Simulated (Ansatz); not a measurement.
Data:

```
CELL_PARAMETERS angstrom
      4.18825     0.00000     0.00000
      0.00000     4.18825     0.00000
      2.09413    -2.09413     2.96154
ATOMIC_POSITIONS crystal
  Na 0.00000 0.00000 0.00000
  Br 0.50000 0.50000 0.00000
```

The cell is taken as given.

Transport runs along the normal of the first two printed cell vectors, the (001) plane of the conventional cell.

The gap is the functional's own, uncorrected, and κ follows it; spin-orbit coupling is left out. Mid-gap means the computed energy nearest the middle.

**Question.** Compute, with r2SCAN run with Ansatz (a quantum-chemistry and plane-wave program), the band gap and the smallest decay constant κ at mid-gap.

**Answer.** Gap 5.03 eV on a 10×10×10 mesh; κ = 0.349 1/Å, at the zone centre.
